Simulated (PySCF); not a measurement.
# ZnSe (Stilleite) (F-43m) in PySCF: density of states with PBEsol

Aim: the density of states of ZnSe (Stilleite) with PBEsol.

Everything below comes from runs of PySCF 2.14.0. Logs are shortened: lines on timing, memory, paths and dates and some standing lists are left out, and cuts for length are marked.

**Measured values to compare with.**

“Alloy Disordering Effects on the Thermal Conductivity and Energy Gap Temperature Dependence of Cd1−xZnxSe Ternary Crystals Grown by the Bridgman Method”, 2023, pmc:10253836 reports, for a bulk crystal of ZnSe at 300 K: band gap 2.695 ± 0.003 eV (an exciton energy, a little under the gap).

The results are compared with them further down.

### Step 1. The crystal as given

It takes space group F-43m (No. 216, cubic). The conventional cell has a = 5.668 Å, b = 5.668 Å, c = 5.668 Å, α = 90.00°, β = 90.00°, γ = 90.00°. Se (site symmetry -43m) is surrounded by 4 Zn at 2.45 Å. Zn (site symmetry -43m) is surrounded by 4 Se at 2.45 Å.

### Step 2. Density of states, PBEsol

run.py

```python
import json
import numpy as np
from pyscf.pbc import gto, scf, dft, df

cell = gto.Cell()
cell.basis = {'Se': 'DZVP-MOLOPT-SR-GTH-q6', 'Zn': 'DZVP-MOLOPT-SR-GTH-q12'}
cell.pseudo = {'Se': 'GTH-PBE-q6', 'Zn': 'GTH-PBE-q12'}
cell.fromfile('ZnSe.cif')
cell.ke_cutoff = 192  # hartree
cell.exp_to_discard = 0.02
cell.precision = 1e-08
cell.space_group_symmetry = True
cell.symmorphic = False
cell.max_memory = 5880  # MB
cell.verbose = 4
cell.build()

res = {}
kpts = cell.make_kpts([8, 8, 8], space_group_symmetry=True, time_reversal_symmetry=True)
cell.space_group_symmetry = False  # the mesh holds the operations; no search on the supercells of the integral code
mf = dft.KRKS(cell, kpts, xc='pbesol')
mf = mf.multigrid_numint()
mf = mf.smearing(sigma=0.00183747, method='fermi')  # hartree
mf.conv_tol = 1e-07
mf.max_cycle = 60

mf.kernel()
res.update(converged=bool(mf.converged), e_tot=mf.e_tot, nelec=cell.nelectron, nao=cell.nao, mesh=list(map(int, cell.mesh)), a=cell.lattice_vectors().tolist(), coords=cell.atom_coords().tolist(),
           mo_energy=[np.real(x).tolist() for x in mf.mo_energy], mo_occ=[np.real(x).tolist() for x in mf.mo_occ])
res.update(e_free=mf.e_free, e_zero=mf.e_zero)
res.update(kpts=kpts.kpts_scaled_ibz.tolist(), weights=kpts.weights_ibz.tolist())
res['parts'] = {k: float(np.real(v)) for k, v in mf.scf_summary.items() if np.isscalar(v)}
json.dump(res, open('results.json', 'w'))
if not mf.converged:
    raise SystemExit('SCF not converged')

print('levels (eV)')
for i, kp in enumerate(res['kpts'][:40]):
    print('k %7.4f %7.4f %7.4f  ' % tuple(kp), ' '.join('%.3f' % (x * 27.211386) for x in res['mo_energy'][i][:14]))

mf = mf.to_khf()  # unfold to the whole mesh
kpts = mf.kpts
# Mulliken populations
dm, s = np.asarray(mf.make_rdm1()), np.asarray(mf.get_ovlp())
sites = cell.aoslice_by_atom()[:, 2:]
tot = np.einsum('kij,kji->i', dm, s).real / len(kpts)
res['mulliken'] = [cell.atom_charge(i) - tot[a0:a1].sum() for i, (a0, a1) in enumerate(sites)]
print('Mulliken charges', np.round(res['mulliken'], 5))

# density of states, Gaussians of 0.15 eV
e = np.asarray(mf.mo_energy).real.reshape(1, -1) * 27.211386
ef = mf.get_fermi()
ef = np.max(ef) * 27.211386
x = np.arange(-15, 10.01, 0.1) + round(ef, 1)
dos = np.exp(-((x[:, None, None] - e) / 0.15) ** 2 / 2).sum(-1).T / (0.15 * np.sqrt(2 * np.pi) * len(kpts)) * 2
res.update(dos_e=x.tolist(), dos=dos.tolist())
for a, b in zip(x[::5], dos.T[::5]):
    print('%8.2f' % a, ' '.join('%9.4f' % y for y in b))

# density on a uniform mesh
grids = dft.gen_grid.UniformGrids(cell)
grids.mesh = [23, 23, 23]
grids.build()
ni = dft.numint.KNumInt()
rho = [ni.get_rho(cell, x, grids, kpts) for x in [dm]]
np.save('rho.npy', np.reshape(rho, (-1, *grids.mesh)))
res['done'] = True
json.dump(res, open('results.json', 'w'))
```

ZnSe.cif

```cif
data_ZnSe
_cell_length_a 4.00759839
_cell_length_b 4.00759839
_cell_length_c 4.00759839
_cell_angle_alpha 60.00000000
_cell_angle_beta 60.00000000
_cell_angle_gamma 60.00000000
_space_group_name_H-M_alt 'P1'
_space_group_name_Hall 'P 1'
_space_group_IT_number 1
loop_
_space_group_symop_operation_xyz
'x,y,z'
loop_
_atom_site_label
_atom_site_type_symbol
_atom_site_symmetry_multiplicity
_atom_site_Wyckoff_symbol
_atom_site_fract_x
_atom_site_fract_y
_atom_site_fract_z
_atom_site_occupancy
Se1 Se 1 a 0.7500000000 0.7500000000 0.7500000000 1
Zn1 Zn 1 a 0.0000000000 0.0000000000 0.0000000000 1
```

Potentials or basis: DZVP-MOLOPT-SR/GTH-PBE (potentials made for PBE).

The run is started by

```sh
$ OMP_NUM_THREADS=4 python -u run.py > log
```

Output:

```text
Discarded 0 diffused primitive functions, 0 contracted functions
time reversal: True
k-points in IBZ                         weights
  0:  0.000000,  0.000000,  0.000000    1/512
  1:  0.500000,  0.500000, -0.000000    3/512
  2:  0.500000,  0.500000,  0.500000    4/512
  3:  0.625000,  0.625000, -0.000000    6/512
  4:  0.625000,  0.625000,  0.625000    8/512
  5:  0.750000,  0.375000,  0.375000    12/512
[... 21 lines left out ...]
 27:  0.875000,  0.875000,  0.750000    12/512
 28:  0.875000,  0.875000,  0.875000    8/512

******** <class 'pyscf.pbc.scf.smearing.SmearingKsymAdaptedKRKS'> ********
method = SmearingKsymAdaptedKRKS
initial guess = minao
damping factor = 0
level_shift factor = 0
DIIS = <class 'pyscf.scf.diis.CDIIS'>
diis_start_cycle = 1
diis_space = 8
diis_damp = 0
SCF conv_tol = 1e-07
SCF conv_tol_grad = None
SCF max_cycles = 60
direct_scf = True
direct_scf_tol = 1e-13

******** PBC SCF flags ********
N kpts (BZ) = 512
N kpts (IBZ) = 29
Exchange divergence treatment (exxdiv) = ewald
    madelung (= occupied orbital energy shift) = 0.05351040402200036
    Total energy shift due to Ewald probe charge = -1/2 * Nelec*madelung = -0.481593636198
DF object = <pyscf.pbc.df.fft.FFTDF object>
XC functionals = pbesol
small_rho_cutoff = 0
Uniform grid, mesh = [49 49 49]
Set gradient conv threshold to 0.000316228
nelec by numeric integration = 18.000000000000025
init E= -69.8560001325602
    sigma = 0.00183747  Optimized mu = 0.241348631553  entropy = 4.91509220801e-06
nelec by numeric integration = 18.00000000000004
    Total E(T) = -69.8015921059142  Free energy = -69.8015921149456  E0 = -69.8015921104299
cycle= 1 E= -69.8015921059142  delta_E= 0.0544  |g|=  1.8  |ddm|= 12.8
    sigma = 0.00183747  Optimized mu = 0.224852235277  entropy = 3.53875148745e-05
nelec by numeric integration = 18.000000000000803
    Total E(T) = -69.7622871855871  Free energy = -69.7622872506106  E0 = -69.7622872180988
cycle= 2 E= -69.7622871855871  delta_E= 0.0393  |g|= 2.22  |ddm|= 7.28
    sigma = 0.00183747  Optimized mu = 0.226275480139  entropy = 1.68908543606e-06
nelec by numeric integration = 18.000000000000295
    Total E(T) = -69.8422028747711  Free energy = -69.8422028778747  E0 = -69.8422028763229
cycle= 3 E= -69.8422028747711  delta_E= -0.0799  |g|= 0.0965  |ddm|= 4.89
    sigma = 0.00183747  Optimized mu = 0.229389662699  entropy = 3.22026280891e-06
nelec by numeric integration = 18.000000000000327
    Total E(T) = -69.8423411464233  Free energy = -69.8423411523404  E0 = -69.8423411493818
cycle= 4 E= -69.8423411464233  delta_E= -0.000138  |g|= 0.0352  |ddm|= 0.347
    sigma = 0.00183747  Optimized mu = 0.228524811106  entropy = 2.57648467781e-06
nelec by numeric integration = 18.000000000000316
    Total E(T) = -69.8423704224278  Free energy = -69.842370427162  E0 = -69.8423704247949
cycle= 5 E= -69.8423704224278  delta_E= -2.93e-05  |g|= 0.00153  |ddm|= 0.109
    sigma = 0.00183747  Optimized mu = 0.228496642137  entropy = 2.5872619125e-06
nelec by numeric integration = 18.000000000000316
    Total E(T) = -69.842370459207  Free energy = -69.8423704639611  E0 = -69.8423704615841
cycle= 6 E= -69.842370459207  delta_E= -3.68e-08  |g|= 1.97e-05  |ddm|= 0.00366
    sigma = 0.00183747  Optimized mu = 0.228497069112  entropy = 2.58763492493e-06
nelec by numeric integration = 18.000000000000316
    Total E(T) = -69.8423704592035  Free energy = -69.8423704639582  E0 = -69.8423704615808
Extra cycle  E= -69.8423704592035  delta_E= 3.58e-12  |g|= 2.87e-05  |ddm|= 0.000101
converged SCF energy = -69.8423704592035
levels (eV)
k  0.0000  0.0000  0.0000   -7.673 -0.940 -0.940 -0.940 -0.560 -0.560 5.623 5.623 5.623 6.745 11.343 11.343 11.346 17.972
k  0.5000  0.5000 -0.0000   -6.586 -0.923 -0.680 -0.680 -0.505 -0.384 0.777 3.374 3.374 8.449 9.130 16.951 17.071 17.073
k  0.5000  0.5000  0.5000   -6.863 -0.849 -0.849 -0.540 -0.540 -0.399 0.270 4.727 4.727 8.056 11.987 11.987 14.364 18.510
k  0.6250  0.6250 -0.0000   -6.772 -0.938 -0.728 -0.728 -0.524 -0.513 1.393 3.637 3.637 8.704 9.416 15.660 15.662 15.721
k  0.6250  0.6250  0.6250   -7.001 -0.858 -0.858 -0.693 -0.548 -0.548 1.038 4.838 4.838 8.137 12.056 12.056 13.665 18.192
k  0.7500  0.3750  0.3750   -6.607 -0.855 -0.725 -0.639 -0.534 -0.293 0.798 2.443 3.776 9.128 11.297 15.005 15.121 15.377
[... 21 lines left out ...]
k  0.8750  0.8750  0.7500   -7.413 -0.923 -0.904 -0.889 -0.571 -0.552 3.316 4.699 5.412 8.611 11.148 11.782 12.328 16.274
k  0.8750  0.8750  0.8750   -7.571 -0.935 -0.923 -0.923 -0.561 -0.561 4.246 5.465 5.465 7.782 11.334 11.611 11.611 17.319
Mulliken charges [ 0.00488 -0.00488]
   -9.40    0.0000
   -8.90    0.0000
   -8.40    0.0000
   -7.90    0.0149
   -7.40    0.6146
   -6.90    2.6015
[... 43 lines left out ...]
   15.10    1.1275
   15.60    1.1374
```

Run time: 13 min. Hardware: 4 threads of Intel Xeon at 2.50GHz (Skylake/Cascade Lake), shared host; peak memory 5.5 GiB.

Results:

```
Free energy            : -1900.5077 eV
Band gap on the k mesh : 1.12 eV, direct
```

Levels at points of the mesh, in eV from the valence-band top:
```tsv
k point	band 5	band 6	band 7	band 8	band 9	band 10	band 11	band 12	band 13	band 14
(0.00, 0.00, 0.00)	-6.18	-6.18	0.00	0.00	0.00	1.12	5.72	5.72	5.72	12.35
(0.50, 0.50, 0.00)	-6.13	-6.01	-4.85	-2.25	-2.25	2.83	3.51	11.33	11.45	11.45
(0.50, 0.50, 0.50)	-6.16	-6.02	-5.35	-0.90	-0.90	2.43	6.36	6.36	8.74	12.89
```

States per cell in windows of 0.5 eV (zero at the valence-band top; states under -8 eV left out):
| from (eV) | total |
| --- | --- |
| -8.0 | 0.00 |
| -7.5 | 0.00 |
| -7.0 | 2.31 |
| -6.5 | 6.90 |
| -6.0 | 0.79 |
| -5.5 | 0.23 |
| -5.0 | 0.86 |
| -4.5 | 0.37 |
| -4.0 | 0.23 |
| -3.5 | 0.33 |
| -3.0 | 0.69 |
| -2.5 | 0.78 |
| -2.0 | 0.91 |
| -1.5 | 0.82 |
| -1.0 | 0.56 |
| -0.5 | 0.19 |
| 0.0 | 0.01 |
| 0.5 | 0.00 |
| 1.0 | 0.00 |
| 1.5 | 0.01 |
| 2.0 | 0.07 |
| 2.5 | 0.13 |
| 3.0 | 0.59 |
| 3.5 | 0.54 |
| 4.0 | 0.85 |
| 4.5 | 0.35 |
| 5.0 | 0.33 |
| 5.5 | 0.80 |
| 6.0 | 0.59 |
| 6.5 | 0.94 |
| 7.0 | 0.63 |
| 7.5 | 0.51 |

Caveat: Mulliken charges move with the basis; the basis of atomic orbitals isn't converged, which shifts pressures, moduli and gaps.

### Step 3. How close it comes

Step 2. A measured gap of ZnSe is 2.695 eV (an exciton energy, a little under the gap; 300 K; “Alloy Disordering Effects on the Thermal Conductivity and Energy Gap Temperature Dependence of Cd1−xZnxSe Ternary Crystals Grown by the Bridgman Method”, 2023, pmc:10253836); the calculated 1.12 eV misses it by -1.57 eV. So large a miss can be the level of theory's own, or it may mean another phase, state or a wrong row. Spin-orbit coupling on Se is left out. The value is that of PBEsol in an atomic basis (DZVP-MOLOPT-SR/GTH-PBE (potentials made for PBE)), whose error adds to the functional's,, without temperature or zero-point motion. Semilocal functionals fall short of measured gaps as a rule.
